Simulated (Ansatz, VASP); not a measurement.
Given: the input of a run of VASP 6.6.1 on Ga.

The input INCAR:

```
PREC     = Accurate       # precision mode
ENCUT    = 520            # plane-wave cutoff, eV
EDIFF    = 1E-7           # SCF threshold, eV
ISMEAR   = -1             # smearing method
SIGMA    = 0.05           # smearing width, eV
LREAL    = False          # projectors in reciprocal space
LASPH    = True           # aspherical terms in the spheres
NELM     = 100            # most SCF steps
ALGO     = Fast           # electronic algorithm
ISIF     = 2              # what is computed and relaxed
LWAVE    = False          # write WAVECAR
LCHARG   = False          # write CHGCAR
GGA      = PS             # functional
NBANDS   = 20             # bands
```

File KPOINTS:

```
Automatic mesh
0
Gamma
  10 8 7
```

POSCAR

```
Ga
1.0
    2.7784220849      0.0000000000      0.0000000000
    0.0000000000      3.2816087900      0.0000000000
   -1.3434310986      0.0000000000      3.9902731763
Ga
2
Direct
    0.1313560000      0.7476030000      0.7672330000
    0.8576800000      0.2572700000      0.2275200000
```

Potentials or basis: VASP PAW PBE potentials, release 64 (Ga_d).

Command:

```sh
$ cat potpaw_PBE.64/Ga_d/POTCAR > POTCAR
$ mpirun -np 1 vasp_std > vasp.out
```

Problem. Set up the same calculation for Ansatz 0.2.0. Potentials there: all-electron LAPW, scalar-relativistic.

Solution. As run (the cutoff follows the program's own potentials):

input.yaml

```yaml
crystal:
  lattice:
    - [2.7784220849, 0.0, 0.0]
    - [0.0, 3.28160879, 0.0]
    - [-1.3434310986, 0.0, 3.9902731763]
  atoms:
    - { symbol: Ga, position: [0.131356, 0.747603, 0.767233] }
    - { symbol: Ga, position: [0.85768, 0.25727, 0.22752] }
kpoints:
  mp_grid: { grid: [10, 8, 7] }
scf:
  occupations: { method: fermi_dirac, width: 0.05 }
hamiltonian:
  xc: pbesol
  pseudopotentials: { kind: all_electron, lapw: { basis_error: 0.001 } }
output:
  forces: true
  stress: true
  eigenvalues: true
  populations: true
```

Potentials or basis: all-electron LAPW, scalar-relativistic.

Command:

```console
$ ansatz run input.yaml --threads 1 --pin off --max-ram 3072MiB --backend cpu --events-out ev --progress --plain --runs-dir out
```

Both were run:

|  | VASP | Ansatz | Ansatz less VASP |
| --- | --- | --- | --- |
| gap on the k mesh at the Fermi level (eV) | none | none | - |
| pressure (GPa) | -0.5 | -0.6 | -0.09 |
| largest component of the traceless stress (GPa) | 1.05 | 1.03 | -0.019 |
| rms of the force components (eV/Å) | 0.049 | 0.048 | -0.0003 |

Atom by atom the forces differ by 0.000 eV/Å (rms over components). A gap of «none» marks a metal or a gap that the smearing closes. Ansatz ran all-electron here, so the differences hold the error of VASP's frozen core and of both bases.

Caveats: the PAW data sets were made with another functional, which shifts forces and pressure a little (VASP).
